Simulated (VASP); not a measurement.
Wanted: the native input for a VASP 6.6.1 run.

- Task: relaxation of cell and atoms
- Functional: PBE
- Dispersion: D3(BJ)
- Potentials or basis: VASP PAW PBE potentials, release 64 (Ru_pv, S)
- Cutoff: 600 eV
- k mesh: 4 × 4 × 4
- Occupations: gaussian, width 0.02 eV
- Spin: no spin polarisation
- Ladder: gaps
- Further INCAR settings: ALGO = Fast; EDIFF = 1e-07; IBRION = 2; EDIFFG = -0.01; NSW = 60; ISIF = 3

The structure of RuS2 (Laurite) lies in POSCAR:

```
RuS2
1.0
    5.6106000000      0.0000000000      0.0000000000
    0.0000000000      5.6106000000      0.0000000000
    0.0000000000      0.0000000000      5.6106000000
Ru S
4 8
Direct
    0.0000000000      0.5000000000      0.5000000000
    0.5000000000      0.5000000000      0.0000000000
    0.5000000000      0.0000000000      0.5000000000
    0.0000000000      0.0000000000      0.0000000000
    0.3883100000      0.1116900000      0.8883100000
    0.1116900000      0.8883100000      0.3883100000
    0.8883100000      0.3883100000      0.1116900000
    0.6116900000      0.6116900000      0.6116900000
    0.6116900000      0.8883100000      0.1116900000
    0.8883100000      0.1116900000      0.6116900000
    0.1116900000      0.6116900000      0.8883100000
    0.3883100000      0.3883100000      0.3883100000
```

The input as run:

INCAR

```
SYSTEM = RuS2
  ALGO = Fast
  EDIFF = 1E-7
  EDIFFG = -0.01
  ENCUT = 600
  GGA = PE
  IBRION = 2
  ISIF = 3
  ISMEAR = 0
  IVDW = 12
  KPAR = 4
  LASPH = .TRUE.
  LCHARG = .FALSE.
  LREAL = .FALSE.
  LWAVE = .FALSE.
  NELM = 100
  NSW = 60
  PREC = Accurate
  SIGMA = 0.02
```

KPOINTS

```
k-points
0
G
  4 4 4
  0 0 0
```

Potentials or basis: VASP PAW PBE potentials, release 64 (Ru_pv, S).

Launch:

```sh
$ cat potpaw_PBE.64/Ru_pv/POTCAR potpaw_PBE.64/S/POTCAR > POTCAR
$ mpirun -np 4 vasp_std > vasp.out
```

It gave:

- Relaxed volume: 14.59 Å³/atom
- Relaxed cell: a = 5.594 Å, b = 5.594 Å, c = 5.594 Å, α = 90.00°, β = 90.00°, γ = 90.00°
- Space group after relaxing (to 0.05 Å): Pa-3 (No. 205)
- Energy gained by relaxing: 1.6 meV/atom
- Ionic steps: 5
- Pressure after relaxing: 0.0 GPa
- Band gap on the k mesh: 0.61 eV, indirect (least direct gap 0.84 eV)
- Dispersion energy per atom: -0.475 eV

Run time: 3.4 min on 4 MPI ranks on Intel(R) Xeon(R) Platinum 8259CL CPU @ 2.50GHz (Skylake/Cascade Lake) (shared host), peak memory 0.42 GiB a rank.
